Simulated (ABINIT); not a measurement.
Runs of ABINIT 10.8.3 (patched build) on FePt (Tetraferroplatinum). Symmetry: P4/mmm, No. 123, tetragonal system. The conventional cell has a = 2.724 Å, b = 2.724 Å, c = 3.720 Å, α = 90.00°, β = 90.00°, γ = 90.00°. Pt (site symmetry 4/mmm) has 8 Fe at 2.68 Å and 4 Pt at 2.72 Å as nearest neighbours. Fe (site symmetry 4/mmm) is surrounded by 8 Pt at 2.68 Å and 4 Fe at 2.72 Å. 

```tsv
level	potentials or basis	k mesh	cutoff (eV)	fine-grid cutoff	mesh quality	gap on the mesh (eV)	pressure (GPa)	moment (μB)
PBE	JTH PAW PBE v2.0	6 × 6 × 4	707	1306.15 eV	coarse	none	(b)	3.29
LDA	JTH PAW LDA v2.0	4 × 4 × 3	544	1088.46 eV	coarse	none	-	3.26
LDA	JTH PAW LDA v2.0	8 × 8 × 6	544	1088.46 eV	not flagged	none	-	3.30
PBEsol	JTH PAW PBE v2.0	4 × 4 × 3	707	1306.15 eV	coarse	none	(a)	3.31
PBE	JTH PAW PBE v2.0	4 × 4 × 3	707	1306.15 eV	coarse	none	3.3	3.30
PBEsol	JTH PAW PBE v2.0	6 × 6 × 4	707	1306.15 eV	coarse	none	-5.9	3.29
LDA	JTH PAW LDA v2.0	6 × 6 × 4	544	1088.46 eV	coarse	none	-	3.26
PBE	JTH PAW PBE v2.0	10 × 10 × 7	707	1306.15 eV	not flagged	none	3.5	3.29
```

Alike in all rows: task single point; spin collinear, ferromagnetic start; cell as given; smearing fermi-dirac 0.05 eV.

Q: Estimate the missing entries.

A: (a) -5.5; (b) 3.0.

Caveats: some runs use coarse meshes; the PAW data sets were made with another functional, which shifts forces and pressure a little (some runs).

A k mesh can miss the band edges, and the runs leave out spin-orbit coupling on Pt.

A gap of «none» marks a metal or a gap under the smearing width.

Not every run made on this cell is shown here.
